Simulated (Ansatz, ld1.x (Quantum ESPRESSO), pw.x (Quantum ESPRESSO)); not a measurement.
## From atom to crystal: RRKJ potential for rhodium (Rh)

```json
{
  "Element": "rhodium",
  "Generator": "ld1.x (Quantum ESPRESSO) 7.5",
  "Type": "norm-conserving RRKJ (Kleinman–Bylander form)",
  "Functional": "PBE",
  "Relativity": "scalar-relativistic",
  "Frozen core": "[Kr]",
  "Valence charge": "9",
  "Reference configuration": "4d8 5s1 5p0",
  "Partial waves": "5p (bound, empty): rc 3.40 bohr; 4d (bound): rc 1.75 bohr; 5s (bound): rc 2.15 bohr",
  "Local potential": "the s channel",
  "Core correction": "Bessel-smoothed model core inside 1.20 bohr",
  "rho0": "0.02"
}
```

Crystal test: sc Rh in pw.x 7.5, no spin, 13³ k-points, Fermi–Dirac smearing 0.01 Ry, cutoffs 70/280 Ry. The reference is all-electron LAPW (Ansatz 0.2.0) with the same functional, mesh and smearing; V0 and B0 come from Birch–Murnaghan fits to the pressures at five volumes. Errors are pseudo minus all-electron; Δ is the rms difference of the E(V) curves that follow from these fits, minima aligned, over ±6 % about the mean V0. Mesh and smearing are coarse, so the numbers serve the comparison and aren't converged zero-temperature values; the lattice is a test structure that the element need not adopt.

```csv
V (Å³/atom),P all-electron (GPa),P pseudo (GPa)
15.504,11.21,23.52
15.912,5.47,16.58
16.320,0.54,10.61
16.728,-3.70,5.45
17.136,-7.33,1.00
```

All-electron: a0 = 2.539 Å (V0 = 16.37 Å³/atom), B0 = 179.8 GPa.

Pseudopotential: mean pressure error (GPa): +10.19. The pressure does not cross zero within the volumes sampled, so no fit is given. The largest radius (3.40 bohr) exceeds half the bond length (2.40 bohr), so the spheres overlap, which is one possible source of error among others. This is a poor potential for the solid.

**Question.** At the middle volume, how do free energy and pressure move when the wave cutoff is lowered (ecutrho kept at four times it)?

**Answer.**

```json
{"cutoff (Ry)": "32", "shift of F (meV/atom)": "+4466.3", "shift of P (GPa)": "-203.24"}
{"cutoff (Ry)": "42", "shift of F (meV/atom)": "+364.0", "shift of P (GPa)": "-29.24"}
{"cutoff (Ry)": "56", "shift of F (meV/atom)": "+1.8", "shift of P (GPa)": "-0.12"}
```

The run at the middle volume (84 k-points, 6 iterations) took about 5.8 s on one core of a shared host (Neoverse-V2, 96 threads, 371 GiB, load 41).
